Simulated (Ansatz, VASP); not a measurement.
# GdO: VASP beside Ansatz

Contents of INCAR:

```
PREC = Accurate
ENCUT = 520
EDIFF = 1E-7
ISMEAR = -1
SIGMA = 0.05
LREAL = False
LASPH = True
NELM = 150
ALGO = Normal
ISIF = 2
LWAVE = False
LCHARG = False
ISPIN = 2
MAGMOM = 7 0
LORBIT = 11
LMAXMIX = 6
GGA = PE
NBANDS = 23
```

File KPOINTS:

```
regular mesh
0
Gamma
  9 9 9
```

File POSCAR:

```
GdO
1.0
    0.0000000000      2.7529546205      2.7529546205
    2.7529546205      0.0000000000      2.7529546205
    2.7529546205      2.7529546205      0.0000000000
Gd O
1 1
Direct
    0.0000000000      0.0000000000      0.0000000000
    0.7500000000      0.7500000000      0.7500000000
```

File input.yaml:

```yaml
crystal:
  lattice:
    - [0.0, 2.7529546205, 2.7529546205]
    - [2.7529546205, 0.0, 2.7529546205]
    - [2.7529546205, 2.7529546205, 0.0]
  atoms:
    - { symbol: Gd, position: [0.0, 0.0, 0.0], spin: 7.0 }
    - { symbol: O, position: [0.75, 0.75, 0.75] }
hamiltonian:
  xc: pbe
  pseudopotentials: { kind: paw }
magnetization:
  spin_polarized: true
kpoints:
  mp_grid: { grid: [9, 9, 9] }
scf:
  occupations: { method: fermi_dirac, width: 0.05 }
output:
  forces: true
  stress: true
  eigenvalues: true
  write_density: true
  write_potential: true
  elf: true
  volumetric_format: npy
```

Change from the starting cell: volume scaled by 1.06.

Alike in both runs: task single point; functional PBE; k mesh 9 × 9 × 9; occupations fermi-dirac, width 0.05 eV; collinear spin, ferromagnetic start.

```csv
,VASP,Ansatz
version,VASP 6.6.1,Ansatz 0.2.0
potentials or method,"VASP PAW PBE potentials, release 64 (Gd, O)",Ansatz PAW
plane-wave cutoff (eV),520,420
valence electrons in the cell,24,24
```

Ansatz gave:

- gap on the k mesh at the Fermi level (eV): none
- pressure (GPa): -5.4
- net moment per atom (μB): 3.76
- size of the moment on the site where the two differ most (μB): 6.84

Q: Which values does VASP return?

A: gap on the k mesh at the Fermi level (eV): none; pressure (GPa): -5.4; net moment per atom (μB): 3.78; size of the moment on the site where the two differ most (μB): 6.86.

Site moments also hang on the region over which each program counts them. A gap of «none» marks a metal or a gap that the smearing closes. The functional is the same, so the differences come from potentials, cutoffs and numerics.

Caveats: spin-orbit coupling is left out, which moves the levels of the heavy elements; a cell with one magnetic atom can't hold antiferromagnetic order, which such compounds often take; without U or exact exchange the open f shell lies at the Fermi level, which spoils levels, moments and volumes. The state reached can hang on the start; a lower one may exist.
